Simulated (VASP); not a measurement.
Write the native input for VASP 6.6.1 that does the following.

```yaml
Task: relaxation of cell and atoms
Functional: PBEsol
Potentials_or_basis: VASP PAW PBE potentials, release 64 (Zr_sv, C)
Cutoff: 600 eV
k_mesh: 10 × 10 × 10
Occupations: fermi-dirac, width 0.05 eV
Spin: no spin polarisation
Target_pressure: 10 GPa
Further_INCAR_settings: ALGO = Fast; EDIFF = 1e-06; IBRION = 2; EDIFFG = -0.01; NSW = 60; ISIF = 3
Target_pressure: 10 GPa
```

The structure of ZrC lies in POSCAR:

```
ZrC
1.0
    0.0000000000      2.3650000000      2.3650000000
    2.3650000000      0.0000000000      2.3650000000
    2.3650000000      2.3650000000      0.0000000000
Zr C
1 1
Direct
    0.5000000000      0.5000000000      0.5000000000
    0.0000000000      0.0000000000      0.0000000000
```

The input as run:

INCAR

```
ALGO = Fast
EDIFF = 1E-6
EDIFFG = -0.01
ENCUT = 600
GGA = PS
IBRION = 2
ISIF = 3
ISMEAR = -1
LASPH = True
LCHARG = False
LREAL = False
LWAVE = False
NELM = 60
NSW = 60
PREC = Accurate
PSTRESS = 100
SIGMA = 0.05
```

KPOINTS

```
k-points
0
Gamma
  10 10 10
```

Potentials or basis: VASP PAW PBE potentials, release 64 (Zr_sv, C).

Launch:

```console
$ cat potpaw_PBE.64/Zr_sv/POTCAR potpaw_PBE.64/C/POTCAR > POTCAR
$ mpirun -np 1 vasp_std > vasp.out
```

Results of the run:

* Relaxed volume: 12.25 Å³/atom
* Relaxed cell: a = 3.260 Å, b = 3.260 Å, c = 3.260 Å, α = 60.00°, β = 60.00°, γ = 60.00°
* Space group after relaxing (to 0.05 Å): Fm-3m (No. 225)
* Energy change on relaxing (the enthalpy is what falls): +1.8 meV/atom
* Ionic steps: 7
* Pressure after relaxing: 10.0 GPa
* Band gap on the k mesh: none (metal or under the smearing width)

Caveat: the cell is relaxed towards a set pressure, so the enthalpy falls and the energy may rise; the PAW data sets were made with another functional, which shifts forces and pressure a little.

It took 2.1 min on 1 thread of Intel(R) Xeon(R) Platinum 8488C (Sapphire Rapids), with other jobs on the host, peak memory 0.18 GiB.
